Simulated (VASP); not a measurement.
# K (P6_3/mmc) in VASP: further runs

The runs below take K through single point, with BLYP.

All numbers are computed with VASP 6.6.1; they aren't measurements. Logs are shortened: lines on timing, memory, paths and dates and some standing lists are left out, and cuts for length are marked.

**1. The crystal as given**

The structure is hexagonal, space group P6_3/mmc (No. 194). Conventional cell: a = 4.757 Å, b = 4.757 Å, c = 15.490 Å, α = 90.00°, β = 90.00°, γ = 120.00°.

This isn't the form of K at room conditions, which is bcc.

**2. Single point, BLYP**

Input file INCAR:

```
SYSTEM = K
AGGAC    = 1.0          
AGGAX    = 1.0          
ALDAC    = 0.0          
ALDAX    = 1.0          
ALGO     = Normal         ! electronic algorithm
EDIFF    = 1E-6           ! SCF threshold, eV
ENCUT    = 520            ! plane-wave cutoff, eV
GGA      = B5             ! functional
ISIF     = 2              ! what is computed and relaxed
ISMEAR   = -1             ! smearing method
LASPH    = .TRUE.         ! aspherical terms in the spheres
LCHARG   = .TRUE.         ! write CHGCAR
LELF     = .TRUE.         ! ELF
LREAL    = .FALSE.        ! projectors in reciprocal space
LVHAR    = .TRUE.       
LWAVE    = .FALSE.        ! write WAVECAR
NBANDS   = 26             ! bands
NELM     = 80             ! most SCF steps
PREC     = Accurate       ! precision mode
SIGMA    = 0.1            ! smearing width, eV
```

Input file KPOINTS:

```
k-points
0
G
  10 10 3
  0 0 0
```

Input file POSCAR:

```
K
1.0
    4.7566503730      0.0000000000      0.0000000000
   -2.3783251865      4.1193800599      0.0000000000
    0.0000000000      0.0000000000     15.4904962367
K
4
Direct
    0.0000000000      1.0000000000      0.0000000000
    1.0000000000      1.0000000000      0.5000000000
    0.3333333333      0.6666666667      0.2500000000
    0.6666666667      0.3333333333      0.7500000000
```

Potentials or basis: VASP PAW PBE potentials, release 64 (K_sv).

On the command line:

```console
cat potpaw_PBE.64/K_sv/POTCAR > POTCAR
mpirun -np 1 vasp_std > vasp.out
```

OUTCAR:

```text
SYSTEM = K
   EDIFF = 1E-6
   ENCUT = 520
   GGA = B5
   ISIF = 2
   ISMEAR = -1
   LASPH = .TRUE.
   LREAL = .FALSE.
   NELM = 80
   PREC = Accurate

 ion  position               nearest neighbor table
   1  0.000  0.000  0.000-
   2  0.000  0.000  0.500-
   3  0.333  0.667  0.250-
   4  0.667  0.333  0.750-

  LATTYP: Found a hexagonal cell.
 ALAT       =     4.7566503730
 C/A-ratio  =     3.2565976101

  Lattice vectors:

 A1 = (   4.7566503730,   0.0000000000,   0.0000000000)
 A2 = (  -2.3783251865,   4.1193800599,   0.0000000000)
 A3 = (   0.0000000000,   0.0000000000,  15.4904962367)

Analysis of symmetry for initial positions (statically):
=====================================================================
 Subroutine PRICEL returns:
 Original cell was already a primitive cell.

 Routine SETGRP: Setting up the symmetry group for a
 hexagonal supercell.

 Subroutine GETGRP returns: Found 24 space group operations
 (whereof 12 operations were pure point group operations)
 out of a pool of 24 trial point group operations.

The static configuration has the point symmetry D_3d.
 The point group associated with its full space group is D_6h.

Analysis of symmetry for dynamics (positions and initial velocities):
=====================================================================
 Subroutine PRICEL returns:
 Original cell was already a primitive cell.

 Routine SETGRP: Setting up the symmetry group for a
 hexagonal supercell.

 Subroutine GETGRP returns: Found 24 space group operations
 (whereof 12 operations were pure point group operations)
 out of a pool of 24 trial point group operations.

The dynamic configuration has the point symmetry D_3d.
 The point group associated with its full space group is D_6h.

 Subroutine INISYM returns: Found 24 space group operations
 (whereof 12 operations are pure point group operations),
 and found     1 'primitive' translations

----------------------------------------------------------------------------------------

                                     Primitive cell

  volume of cell :     303.5278
[... 74 lines left out ...]
 [... further k-points ...]
   k-points           NKPTS =     28   k-points in BZ     NKDIM =     28   number of bands    NBANDS=     26
   number of dos      NEDOS =    301   number of ions     NIONS =      4
   total plane-waves  NPLWV = 155520
   dimension x,y,z NGX =    36 NGY =   36 NGZ =  120
   dimension x,y,z NGXF=    72 NGYF=   72 NGZF=  240
   ions per type =               4
   NGX,Y,Z   is equivalent  to a cutoff of  12.58, 12.58, 12.88 a.u.
   NGXF,Y,Z  is equivalent  to a cutoff of  25.16, 25.16, 25.76 a.u.
 SYSTEM =  K
   PREC   = accura    normal or accurate (medium, high low for compatibility)
   ISTART =      0    job   : 0-new  1-cont  2-samecut
   ICHARG =      2    charge: 1-file 2-atom 10-const
   ISPIN  =      1    spin polarized calculation?
   LNONCOLLINEAR =      F non collinear calculations
   LSORBIT =      F    spin-orbit coupling
   LASPH  =      T    aspherical Exc in radial PAW
   ENCUT  =  520.0 eV  38.22 Ry    6.18 a.u.   8.84  8.84 28.80*2*pi/ulx,y,z
   NELM   =     80;   NELMIN=  2; NELMDL= -5     # of ELM steps
   EDIFF  = 0.1E-05   stopping-criterion for ELM
   LREAL  =      F    real-space projection
[... 7 lines left out ...]
   TEBEG  =    0.0;   TEEND  =   0.0 temperature during run
   PSTRESS=    0.0 pullay stress
   NELECT =      36.0000    total number of electrons
   NUPDOWN=      -1.0000    fix difference up-down
   EMIN   =  10.00;   EMAX   =-10.00  energy-range for DOS
   EFERMI =   0.00;   METHOD = LEGACY
   ISMEAR =    -1;   SIGMA  =   0.10  broadening in eV -4-tet -1-fermi 0-gaus
   EFERMI_NEDOS =   21; number of points for ismear=-14 and -15
   IALGO  =     38    algorithm
   IMIX   =      4    mixing-type and parameters
     AMIX     =   0.40;   BMIX     =  1.00
     AMIX_MAG =   1.60;   BMIX_MAG =  1.00
  volume/ion in A,a.u.               =      75.88       512.08
  Fermi-wavevector in a.u.,A,eV,Ry     =   0.804346  1.519993  8.802593  0.646972
  Thomas-Fermi vector in A             =   1.912385
   LORBIT       =      0    0 simple, 1 ext, 2 COOP (PROOUT), +10 PAW based schemes
   GGA     = B5    functional components
   LHFCALC =     F    Hartree Fock is set to
   AEXX    =    0.0000 exact exchange contribution
   IVDW    =     0    specifies the selected vdW correction
   LEPSILON=     F    determine dielectric tensor
   LRPA    =     F    only Hartree local field effects (RPA)
 non-spin polarized calculation
  energy-cutoff  :      520.00
  volume of cell :      303.53
 maximum number of plane-waves:      8224
 NGX is ok and might be reduce to    36
   NGX = 17   NGY = 17   NGZ = 57

 number of electron      36.0000005 magnetization

 Free energy of the ion-electron system (eV)
  ---------------------------------------------------
  ext. energy  EPLUGINS =         0.00000000
  ---------------------------------------------------
  free energy    TOTEN  =        -2.87383911 eV

  energy without entropy =       -2.77143502  energy(sigma->0) =       -2.82263706

 E-fermi :   0.2285     XC(G=0):  -5.1916

 val. band max:        0.2189008677   @ k =   0.1000   0.1000   0.3333
 cond. band min:       0.2475864758   @ k =   0.4000   0.0000   0.0000
 fundamental gap:      0.0286856081
 Fermi energy:         0.2285361163

 k-point     1 :       0.0000    0.0000    0.0000
  band No.  band energies     occupation
      1     -32.0381      2.00000
      2     -32.0369      2.00000
      3     -32.0358      2.00000
      4     -32.0346      2.00000
      5     -15.6349      2.00000
      6     -15.6061      2.00000
[... 685 lines left out ...]
     25       2.4862      0.00000
     26       2.6028      0.00000

 [... further k-points ...]
[... 5 lines left out ...]
  --------------------------------------------------------------------------------------
  -------------------------------------------------------------------------------------
  Total        0.0213638      0.0213638      0.0007129      0.0000000      0.0000000      0.0000000
  in kB        0.1127690      0.1127690      0.0037630      0.0000000      0.0000000      0.0000000
  external PRESSURE =       0.0764337 kB  Pullay stress =       0.0000000 kB

 VOLUME and BASIS-vectors are now :
 -----------------------------------------------------------------------------
  energy-cutoff  :      520.00
  volume of cell :      303.53
      direct lattice vectors                 reciprocal lattice vectors
     4.756650373  0.000000000  0.000000000     0.210231975  0.121377487  0.000000000
    -2.378325187  4.119380060  0.000000000     0.000000000  0.242754974  0.000000000
     0.000000000  0.000000000 15.490496237     0.000000000  0.000000000  0.064555711

 POSITION                                       TOTAL-FORCE (eV/Angst)
 -----------------------------------------------------------------------------------
      0.00000      0.00000      0.00000         0.000000      0.000000     -0.000000
      0.00000      0.00000      7.74525         0.000000      0.000000     -0.000000
     -0.00000      2.74625      3.87262         0.000000     -0.000000      0.000000
      2.37833      1.37313     11.61787        -0.000000     -0.000000      0.000000
 -----------------------------------------------------------------------------------
    total drift:                               -0.000000      0.000000      0.000000

  FREE ENERGIE OF THE ION-ELECTRON SYSTEM (eV)
  ---------------------------------------------------
  free  energy   TOTEN  =        -2.8738391112 eV

  energy  without entropy=       -2.7714350186  energy(sigma->0) =       -2.82263706
```

Wall time 2.8 min (1 thread of Intel Xeon Platinum 8375C at 2.90GHz (Ice Lake), shared host); peak memory 0.47 GiB.

Results:

| Property | Result |
| --- | --- |
| Free energy | -2.8738 eV |
| Pressure | 0.0 GPa |
| Band gap on the k mesh | none (metal or under the smearing width) |

Caveat: the PAW data sets were made with another functional, which shifts forces and pressure a little.

**3. Single point, BLYP**

This run uses another cell than the first one, of 84.99 Å³/atom, 1.120 times its volume.

Input file INCAR:

```
PREC = Accurate ; ENCUT = 520
EDIFF = 1E-7 ; ISMEAR = -1
SIGMA = 0.1 ; LREAL = False
LASPH = True ; NELM = 80
ALGO = Normal ; ISIF = 2
LWAVE = False ; LCHARG = False
GGA = B5 ; ALDAX = 1.0
AGGAX = 1.0 ; AGGAC = 1.0
ALDAC = 0.0 ; NBANDS = 26
```

Input file KPOINTS:

```
regular mesh
0
Gamma
  9 9 3
```

Input file POSCAR:

```
K
1.0
    4.9397758012      0.0000000000      0.0000000000
   -2.4698879006      4.2779713329      0.0000000000
    0.0000000000      0.0000000000     16.0868620688
K
4
Direct
    0.0000000000      1.0000000000      0.0000000000
    1.0000000000      1.0000000000      0.5000000000
    0.3333333333      0.6666666667      0.2500000000
    0.6666666667      0.3333333333      0.7500000000
```

Potentials or basis: VASP PAW PBE potentials, release 64 (K_sv).

On the command line:

```console
cat potpaw_PBE.64/K_sv/POTCAR > POTCAR
mpirun -np 1 vasp_std > vasp.out
```

It took 3.5 min on 1 thread of Intel Xeon Platinum 8375C at 2.90GHz (Ice Lake), shared host; peak memory 0.51 GiB.

The run converged. Its results:

```yaml
Free_energy: -2.8410 eV
Pressure: -0.3 GPa
Band_gap_on_the_k_mesh: none (metal or under the smearing width)
```

Levels at points of the mesh, in eV from the Fermi level:
```tsv
k point	band 15	band 16	band 17	band 18	band 19	band 20	band 21	band 22
(0.00, 0.00, 0.00)	-15.89	-15.89	-1.98	-1.33	-1.33	0.22	0.61	2.57
```

Caveat: the PAW data sets were made with another functional, which shifts forces and pressure a little.

**4. Single point, BLYP**

Input file INCAR:

```
  AGGAC = 1.0
  AGGAX = 1.0
  ALDAC = 0.0
  ALDAX = 1.0
  ALGO = Normal
  EDIFF = 1E-6
  ENCUT = 520
  GGA = B5
  ISIF = 2
  ISMEAR = -1
  LASPH = True
  LCHARG = False
  LREAL = False
  LWAVE = False
  NBANDS = 26
  NELM = 100
  PREC = Accurate
  SIGMA = 0.1
```

Input file KPOINTS:

```
k-points
0
Gamma
  9 9 3
```

Input file POSCAR:

```
K
1.0
    4.7566503730      0.0000000000      0.0000000000
   -2.3783251865      4.1193800599      0.0000000000
    0.0000000000      0.0000000000     15.4904962367
K
4
Direct
    0.0000000000      1.0000000000      0.0000000000
    1.0000000000      1.0000000000      0.5000000000
    0.3333333333      0.6666666667      0.2500000000
    0.6666666667      0.3333333333      0.7500000000
```

On the command line:

```console
cat potpaw_PBE.64/K_sv/POTCAR > POTCAR
mpirun -np 1 vasp_std > vasp.out
```

It took 2.5 min on 1 thread of Intel Xeon Platinum 8375C at 2.90GHz (Ice Lake), shared host; peak memory 0.45 GiB.

The run converged. Its results:

```yaml
Free_energy: -2.8720 eV
Pressure: 0.0 GPa
Band_gap_on_the_k_mesh: none (metal or under the smearing width)
```

Levels at points of the mesh, in eV from the Fermi level:
```csv
k point,band 14,band 15,band 16,band 17,band 18,band 19,band 20,band 21,band 22,band 23
"(0.00, 0.00, 0.00)",-15.82,-15.82,-15.82,-2.13,-1.43,-1.43,0.24,0.63,2.65,2.66
```

Caveat: the PAW data sets were made with another functional, which shifts forces and pressure a little.

**5. Overview**

| cell | k mesh | gap on the mesh (eV) | pressure (GPa) |
| --- | --- | --- | --- |
| P6_3/mmc, 75.88 Å³/atom | 10 × 10 × 3 | none | 0.0 |
| P6_3/mmc, 84.99 Å³/atom | 9 × 9 × 3 | none | -0.3 |
| P6_3/mmc, 75.88 Å³/atom | 9 × 9 × 3 | none | 0.0 |

Alike in all rows: task single point; level BLYP; potentials or basis VASP PAW PBE potentials, release 64 (K_sv); no spin polarisation; cutoff (eV) 520; smearing fermi-dirac 0.1 eV.

Every run on the cell as given and a fine mesh finds a metal.

Caveats: the PAW data sets were made with another functional, which shifts forces and pressure a little.

Absolute energies hang on the potentials; compare differences alone.
